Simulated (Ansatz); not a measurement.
Crystal: CdSe.

```
CELL_PARAMETERS angstrom
0.00000 3.07027 3.07027
3.07027 0.00000 3.07027
3.07027 3.07027 0.00000
ATOMIC_POSITIONS crystal
Cd 0.00000 0.00000 0.00000
Se 0.25000 0.25000 0.25000
```

Measurements of this composition are mostly on another form, of space group No. 186.

A run of Ansatz 0.2.0 on this cell left the log below. Logs are shortened: lines on timing, memory, paths and dates and some standing lists are left out, and cuts for length are marked.

```text
Warning: RAYON_NUM_THREADS=1 ignored (pool sized by the plan → 1); use --threads N
The last accepted step is kept in <dir> (removed where the run ends without a failure and the disk answers)
LAPW: plane waves up to 8.690 Å⁻¹, error target 1.0e-3 eV per atom; small_component_spin mean_spin; Se in spheres of 1.241 Å, 24 of its electrons in bands, Dirac shells []; Cd in spheres of 1.338 Å, 20 of its electrons in bands, Dirac shells [] (how accurate: hamiltonian.pseudopotentials.lapw.basis_error, Limitations)
Engine: ansatz 0.2.0, x86_64-unknown-linux-gnu
Pseudopotentials: kind: all_electron
Pseudopotential: Cd, LAPW, valence charge 20, lapw/all_electron/scalar/gaussian/Cd, Koelling and Harmon's equation, gaussian nucleus
Pseudopotential: Se, LAPW, valence charge 24, lapw/all_electron/scalar/gaussian/Se, Koelling and Harmon's equation, gaussian nucleus
Functional definition: PBEsol
  exchange = pbesol_x
  correlation = pbesol_c
Crystal: 2 atoms, lattice volume = 57.884 Å³
Basis set: ecut = 287.71069032960406 eV, 645 PW (Γ), exchange–correlation at level 2
Bands: 27, of which v1, the nominal top of the filled ones, is band 22 counted from 1 (21 counted from 0)
Symmetry: 24 space group operations
Space group: F-43m (ITA 216), of the structure as read, at distance tolerance 3.9e-5 Å
k-points: 29 of 512 (time reversal used)
Non-local potential: Cd, projectors of the file, none
Non-local potential: Se, projectors of the file, none
Initial density: superposition of atomic densities (chi_scale 0.1, normalization cell, long waves kept (reshape's long-wave potential 0.00 eV rms))
Initial wavefunctions: plane waves of lowest kinetic energy (no species holds an atomic orbital)
Functional: x = pbesol(κ = 0.804, μ = 0.12345679012345678), c = pbesol(β = 0.046)
iter 1 solved again at ethr=2.17e-3 eV; its pass at ethr=1.00e-1 eV (dr2=9.56e-1 eV) is discarded
SCF iter   1: F=—  HF=-218247.375235 eV  |F-HF|=—  |Δ(HF+E_count)|=         —  Δρ=2.78e-2  dr2=9.57e-1  ethr=2.17e-3  ⟨swp⟩=2.1  Hψ=4892  notcnv=0
preconditioner: auto → none  [insulator: Δε(μ)=0.923 eV  Ē_g=12.258 eV  σ=0.050 eV  W_gap=1.00  n_scr=14 (ndim 8)  ℏωp=20.7 eV  f_vac=0.235  D(μ)=0.00/eV (n_scr^D=0)  ε∞_Penn≈3.9]
iter 2 solved again at ethr=5.59e-5 eV; its pass at ethr=2.17e-3 eV (dr2=2.46e-2 eV) is discarded
SCF iter   2: F=—  HF=-218247.050902 eV  |F-HF|=—  |Δ(HF+E_count)|=   3.24e-1  Δρ=7.60e-3  dr2=2.47e-2  ethr=5.59e-5  ⟨swp⟩=2.0  Hψ=4061  notcnv=0
[... 34 lines left out ...]
preconditioner: auto → none  [insulator: Δε(μ)=0.480 eV  Ē_g=12.800 eV  σ=0.050 eV  W_gap=0.98  n_scr=14 (ndim 8)  ℏωp=21.0 eV  f_vac=0.249  D(μ)=0.00/eV (n_scr^D=0)  ε∞_Penn≈3.7]
SCF iter   2: F=-218247.016419 eV  HF=-218247.016419 eV  |F-HF|=1.19e-9  |Δ(HF+E_count)|=   8.96e-9  Δρ=2.04e-6  dr2=2.81e-9  ethr=1.66e-11  ⟨swp⟩=3.0  Hψ=2411  notcnv=0
SCF 4 converged in 2 iterations: F = -218247.016419 eV  dr2 = 2.81e-9
relax step   4: F+E_penalty+E_count = -218247.01641941 eV  Δ(F+E_penalty+E_count) = -6.947e-8 eV  max|allowed force component| = 1.018e-16 eV/Å  Δτ_max = 0.0000 Å  P = -0.025 GPa  Ω = 56.283 Å³  stress off target by 2.49e-2 GPa  SCF on the basis re-selected at this cell (its energy is not comparable with the rows above)  (2 SCF iters)
basis re-selected at this cell: Δ(F+E_penalty+E_count) = -6.947e-8 eV, ΔP = -0.000 GPa vs the last step (what re-selecting the basis moved, after the strain that the cell walked since its last selection, with what the two solves' SCF thresholds leave and, on support functions, any second-order correction that the steps lacked; it is no measure of the basis error at this ecutwfc). This SCF's stress stands 2.49e-2 GPa from its target on what of the cell is left free (relax.cell.stress_tol is 5.00e-2 GPa) and its largest allowed force component is 1.02e-16 eV/Å (relax.f_tol is 1.00e-2 eV/Å): within both
SCF converged after 2 iterations
Free energy (F): -218247.016419 eV
Harris-Foulkes:  -218247.016419 eV  (|F-HF|=1.19e-9)
Internal energy: -218247.016376 eV  (E = F + TS)
E sigma→0 (E₀):  -218247.016398 eV
Entropy (-TS):   -0.000043 eV (-0.021 meV/atom)
Fermi energy:    8.309062 eV
--- Per-component energies (eV) ---
  E_band       = -2096.548369
  E_kinetic    = 227031.048353
  E_xc         = -6488.510150
  E_electrostatic = -438789.554579  (all electrons and nuclei)
  E_smearing   = -0.000043  (= −TS)
  E_closure    = 0.000000  (closes the sum)
  E_atoms      = -218240.837515  (free atoms, spherical and without spin; not in F)
  Σ components = -218247.016419   (vs F -218247.016419, Δ=0.00e0)
  Basis errors (estimates in eV, not in F): energy 4.4e-4 per atom: plane waves 4.1e-4 (2.5e-4 summed), levels above the bands 1.4e-66, relativity 4.0e-8, radial functions 2.8e-5, core shells 1.8e-6; eigenvalues (radial functions only) 6.1e-7; not estimated: angular momenta, meshes, grids; target (lapw.basis_error) 1.0e-3; muffin-tin radii Se 1.230 Å, Cd 1.325 Å
--- Forces (eV/Å), atoms counted from 1 ---
  atom   1  Cd    -0.00000000     0.00000000    -0.00000000
  atom   2  Se     0.00000000    -0.00000000     0.00000000
  max |Σ_I F_I| component: 1.85e-17 eV/Å
--- Stress (GPa, compression-positive) ---
       -0.024907      -0.000000      -0.000000
       -0.000000      -0.024907       0.000000
       -0.000000       0.000000      -0.024907
  P = ⅓ Tr σ = -0.0249 GPa (-0.249 kbar)
--- Relaxed structure (3 steps of the walk, 3 accepted, 1 SCFs on fresh bases) ---
  F+E_penalty+E_count = -218247.01641941 eV   max|allowed force component| = 1.018e-16 eV/Å   (the final SCF, on the basis selected at the relaxed cell)
  cell:  # Å, volume = 56.2830 Å³
    - [-1.1719355675659856e-33, 3.0416953859511775, 3.0416953859511775]
    - [3.0416953859511775, -1.936241372500324e-33, 3.0416953859511775]
    - [3.0416953859511775, 3.0416953859511775, -7.643058049343383e-34]
  atoms:
    - { symbol: Cd, position: [5.253497896732379e-34, -7.553536776893818e-34, -5.410318729470659e-34] }
    - { symbol: Se, position: [0.25, 0.25, 0.25] }
```

Question: What input gives this log?

Answer: Relaxation of cell and atoms with PBEsol, no spin polarisation. The files as run (others can give the same):

input.yaml
```yaml
crystal:
  lattice:
    - [0.0, 3.0702711986, 3.0702711986]
    - [3.0702711986, 0.0, 3.0702711986]
    - [3.0702711986, 3.0702711986, 0.0]
  atoms:
    - { symbol: Cd, position: [0.0, 0.0, 0.0] }
    - { symbol: Se, position: [0.25, 0.25, 0.25] }
kpoints:
  mp_grid: { grid: [8, 8, 8] }
scf:
  occupations: { method: fermi_dirac, width: 0.05 }
hamiltonian:
  xc: pbesol
  pseudopotentials: { kind: all_electron, lapw: { basis_error: 0.001 } }
output:
  forces: true
  stress: true
relax:
  f_tol: 0.01
  max_steps: 60
  cell: {}
```

Potentials or basis: all-electron LAPW, scalar-relativistic.
Run with:
```sh
$ ansatz run input.yaml --threads 1 --pin off --max-ram 3072MiB --backend cpu --events-out ev --progress --plain --runs-dir out
```
